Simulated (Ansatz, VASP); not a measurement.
# C: VASP beside Ansatz

The input INCAR:

```
SYSTEM = C
ALGO = Normal ; EDIFF = 1E-7
ENCUT = 520 ; ISIF = 2
ISMEAR = 0 ; LASPH = .True.
LCHARG = .False. ; LREAL = .False.
LWAVE = .False. ; NBANDS = 11
NELM = 80 ; PREC = Accurate
SIGMA = 0.05
```

Contents of KPOINTS:

```
k-points
0
Gamma
  14 14 14
  0 0 0
```

POSCAR

```
C
1.0
    0.0000000000      2.0926875483      3.4586900833
    1.2081900843      0.0000000000      3.4586900833
    1.2081900843      2.0926875483      0.0000000000
C
2
Direct
    0.1666700000      0.8333300000      0.1666700000
    0.8333300000      0.1666700000      0.8333300000
```

Input for Ansatz:

```yaml
crystal:
  lattice:
    - [0.0, 2.0926875483, 3.4586900833]
    - [1.2081900843, 0.0, 3.4586900833]
    - [1.2081900843, 2.0926875483, 0.0]
  atoms:
    - { symbol: C, position: [0.16667, 0.83333, 0.16667] }
    - { symbol: C, position: [0.83333, 0.16667, 0.83333] }
basis:
  ecutwfc: 420
kpoints:
  mp_grid: { grid: [14, 14, 14] }
hamiltonian:
  xc: lda
scf:
  occupations: { method: gaussian, width: 0.05 }
output:
  forces: true
  stress: true
  eigenvalues: true
```

Alike in both runs: task single point; functional LDA; k mesh 14 × 14 × 14; occupations gaussian, width 0.05 eV; no spin polarisation.

|  | VASP | Ansatz |
| --- | --- | --- |
| version | VASP 6.6.1 | Ansatz 0.2.0 |
| potentials or method | VASP PAW LDA potentials, release 64 (C) | scalar-relativistic, plane waves, PAW |
| plane-wave cutoff (eV) | 520 | 420 |
| valence electrons in the cell | 8 | 8 |

```csv
,VASP,Ansatz,Ansatz less VASP
gap on the k mesh at the Fermi level (eV),0.53,0.53,+0.001
least direct gap on the mesh (eV),0.64,0.64,+0.002
pressure (GPa),10.9,10.1,-0.79
largest component of the traceless stress (GPa),11.73,10.80,-0.927
rms of the force components (eV/Å),0.014,0.014,-0.0001
```

Atom by atom the forces differ by 0.000 eV/Å (rms over components).
